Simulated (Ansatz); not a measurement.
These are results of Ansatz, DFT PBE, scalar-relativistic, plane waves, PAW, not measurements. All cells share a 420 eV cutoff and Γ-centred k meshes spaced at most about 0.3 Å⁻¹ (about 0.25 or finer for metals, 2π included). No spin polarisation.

Temperature and zero-point effects are left out.

Two forms of Ti3Se were relaxed alike.

A.

```
CELL_PARAMETERS angstrom
5.57881 0.00000 0.00000
-2.78940 4.83139 0.00000
0.00000 0.00000 4.74929
ATOMIC_POSITIONS crystal
Ti 0.83529 0.67059 0.25000
Ti 0.16471 0.83529 0.75000
Ti 0.32941 0.16471 0.25000
Ti 0.16471 0.32941 0.75000
Ti 0.83529 0.16471 0.25000
Ti 0.67059 0.83529 0.75000
Se 0.33333 0.66667 0.25000
Se 0.66667 0.33333 0.75000
```

B.

```
CELL_PARAMETERS angstrom
3.19695 0.00000 0.00000
-1.59848 2.76864 0.00000
0.00000 0.00000 7.95328
ATOMIC_POSITIONS crystal
Ti 0.33333 0.66667 0.22719
Ti 0.33333 0.66667 0.77281
Ti 0.66667 0.33333 0.50000
Se 0.00000 0.00000 0.00000
```

Problem. Which form is favoured at zero pressure, and by what margin per atom?

Solution. B is lower, by 168 meV/atom. A has space group P6_3/mmc (No. 194), 16.0 Å³/atom and no gap on its mesh; B has space group P-6m2 (No. 187), 17.6 Å³/atom and no gap. Counting Ti atoms around Se (those within 1.25 times the shortest such distance or 1.15 times the sum of covalent radii), A has Se 12 and B has Se 6. The lower one is the more open, so pressure narrows the difference. In A, around Ti lie 8 Ti at 2.76–2.86 Å and 4 Se at 2.79–2.88 Å; Se is surrounded by 12 Ti at 2.79–2.88 Å. In B, Ti on a site of symmetry 3m is surrounded by 3 Se at 2.58 Å, 3 Ti at 2.85 Å and 6 Ti at 3.20 Å; Ti on a site of symmetry -6m2 is surrounded by 6 Ti at 2.85 Å and 6 Ti at 3.20 Å; Se has 6 Ti at 2.58 Å and 6 Se at 3.20 Å. Origin: A, invented; B, reached from a Materials Project cell. The lowest form computed isn't among them: it has space group P4/mmm (No. 123), 16.3 Å³/atom and lies 11 meV/atom below the best shown.

Cells relaxed within their symmetry can be saddle points. Some candidate types were left out of the draw beforehand, so a known form may be missing.
